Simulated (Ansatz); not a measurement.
Ta:

```
CELL_PARAMETERS angstrom
-1.65128 1.65128 1.65128
1.65128 -1.65128 1.65128
1.65128 1.65128 -1.65128
ATOMIC_POSITIONS crystal
Ta 0.00000 0.00000 0.00000
```

Base run:

| Property | Result |
| --- | --- |
| Program | Ansatz 0.2.0 |
| Functional | revPBE |
| Potentials or basis | all-electron LAPW, scalar-relativistic |
| Cutoff | 262 eV (chosen from the basis error) |
| Basis error allowed | 0.001 eV/atom |
| k mesh | 11 × 11 × 11 |
| Occupations | fermi-dirac, width 0.05 eV |
| Spin | no spin polarisation |

Its results: pressure 5.1 GPa.

Task: The run is repeated on the same cell with these changes: functional from revPBE to LDA. What comes out?

Result: Pressure -9.5 GPa.

LDA binds more tightly than revPBE, so the same cell stands under less pressure.
